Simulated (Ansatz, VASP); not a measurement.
# CaSe in VASP and in Ansatz

```
CELL_PARAMETERS angstrom
0.00000 3.11918 2.91822
3.11918 0.00000 2.91822
3.11918 3.11918 0.00000
ATOMIC_POSITIONS crystal
Ca 0.00000 0.00000 0.00000
Se 0.50000 0.50000 0.50000
```

Change from the starting cell: epitaxial_xy strain +5.1%.

Alike in both runs: task single point; functional r2SCAN; k mesh 8 × 8 × 8; no spin polarisation.

|  | VASP | Ansatz |
| --- | --- | --- |
| version | VASP 6.6.1 | Ansatz 0.2.0 |
| potentials or method | VASP PAW PBE potentials, release 64 (Ca_sv, Se) | plane waves, PAW |
| plane-wave cutoff (eV) | 520 | 500 |
| occupations | gaussian, width 0.01 eV | fixed |
| valence electrons in the cell | 16 | 26 |

VASP gave:

| Property | Result |
| --- | --- |
| gap on the k mesh at the Fermi level (eV) | 2.66 |
| pressure (GPa) | -3.0 |
| largest component of the traceless stress (GPa) | 3.29 |

Task: Which values does Ansatz return?

Result: gap on the k mesh at the Fermi level (eV): 2.66; pressure (GPa): -3.2; largest component of the traceless stress (GPa): 3.18.

The two sets of potentials don't hold the same shells in valence.

Caveats: the PAW data sets were made with another functional, which shifts forces and pressure a little (VASP). A k mesh can miss the band edges.
